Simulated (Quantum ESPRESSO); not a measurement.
# MnO2 in Quantum ESPRESSO: the effect of functional

Crystal: MnO2.

```xyz
3
Lattice="1.4178 0.8186 4.2867 -1.4178 0.8186 4.2867 0.0000 -1.6372 4.2867" Properties=species:S:1:pos:R:3 pbc="T T T"
Mn    0.0000    0.0000    0.0000
O     0.0000    0.0000    3.2407
O     0.0000    0.0000    9.6193
```

The cell was built by a generator and needn't be a form met in nature.

Alike in all runs:

```yaml
Program: Quantum ESPRESSO 7.5
Task: single point
Potentials_or_basis: PseudoDojo 0.4.1 SR PBE standard
Cutoff: 1306 eV
Density_cutoff: 5225 eV
k_mesh: 8 × 8 × 8
Occupations: gaussian, width 0.05 eV
Spin: collinear spin, ferromagnetic start
Starting_moments: "[3.0, 0.0, 0.0] μB"
Hubbard_terms: Mn d U = 7 eV
```

```csv
functional,gap on the mesh (eV),pressure (GPa),largest force (eV/Å)
LDA,0.74,-0.2,1.35
PBEsol,0.62,8.0,1.02
revPBE,0.60,20.1,0.64
RPBE,0.61,21.5,0.60
PW91,?,?,?
```

Q: What does the run with functional PW91 give?

A: gap on the mesh 0.61 eV; pressure 15.3 GPa; largest force 0.76 eV/Å.

Caveats: the potentials were made for another functional, which shifts forces and pressure; a cell with one magnetic atom can't hold antiferromagnetic order, which such compounds often take.

A k mesh can miss the band edges.

Runs at the PBE level aren't shown here.
